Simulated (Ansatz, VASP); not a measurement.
Nb2H3: VASP beside Ansatz

File INCAR:

```
  PREC = Accurate
  ENCUT = 600
  EDIFF = 1E-6
  ISMEAR = 0
  SIGMA = 0.1
  LREAL = F
  LASPH = T
  NELM = 100
  ALGO = Normal
  ISIF = 3
  LWAVE = F
  LCHARG = F
  GGA = PE
  IBRION = 2
  NSW = 90
  EDIFFG = -0.04
```

File KPOINTS:

```
regular mesh
0
Gamma
  6 6 4
```

POSCAR

```
Nb2H3
1.0
    3.3091608084      0.0000000000      0.0000000000
   -1.6545804042      2.8658173252      0.0000000000
    0.0000000000      0.0000000000      5.1485166892
Nb H
2 3
Direct
    0.3333333333      0.6666666667      0.2450000000
    0.6666666667      0.3333333333      0.7550000000
    0.0000000000      0.0000000000      0.0000000000
    0.3333333333      0.6666666667      0.6450000000
    0.6666666667      0.3333333333      0.3550000000
```

Input for Ansatz:

```yaml
crystal:
  lattice:
    - [3.3091608084, 0.0, 0.0]
    - [-1.6545804042, 2.8658173252, 0.0]
    - [0.0, 0.0, 5.1485166892]
  atoms:
    - { symbol: Nb, position: [0.3333333333, 0.6666666667, 0.245] }
    - { symbol: Nb, position: [0.6666666667, 0.3333333333, 0.755] }
    - { symbol: H, position: [0.0, 0.0, 0.0] }
    - { symbol: H, position: [0.3333333333, 0.6666666667, 0.645] }
    - { symbol: H, position: [0.6666666667, 0.3333333333, 0.355] }
basis:
  ecutwfc: 420
kpoints:
  mp_grid: { grid: [6, 6, 4] }
hamiltonian:
  xc: pbe
scf:
  occupations: { method: gaussian, width: 0.1 }
  lower_state_search: "off"
output:
  forces: true
  stress: true
  eigenvalues: true
relax:
  adjacent_minimum: "off"
  f_tol: 0.04
  max_steps: 70
  cell: { stress_tol: 0.4 }
```

Alike in both runs: task relaxation of cell and atoms; functional PBE; k mesh 6 × 6 × 4; occupations gaussian, width 0.1 eV; no spin polarisation.

```csv
,VASP,Ansatz
version,VASP 6.6.1,Ansatz 0.2.0
potentials or method,"VASP PAW PBE potentials, release 64 (Nb_sv, H)","scalar-relativistic, plane waves, PAW"
plane-wave cutoff (eV),600,420
valence electrons in the cell,29,29
```

|  | VASP | Ansatz | Ansatz less VASP |
| --- | --- | --- | --- |
| gap on the k mesh at the Fermi level, each at its own relaxed structure (eV) | none | none | - |
| relaxed volume (Å³/atom) | 8.80 | 8.81 | +0.005 |
| relaxed cell length with the largest relative difference (Å) | 5.297 | 5.309 | +0.0125 |
| energy change over the relaxation (meV/atom) | -82 | -80 | +1.8 |

A gap of «none» marks a metal or a gap that the smearing closes.

Caveats: the k mesh is coarse (spacing up to 0.37 Å⁻¹), so the values aren't converged.
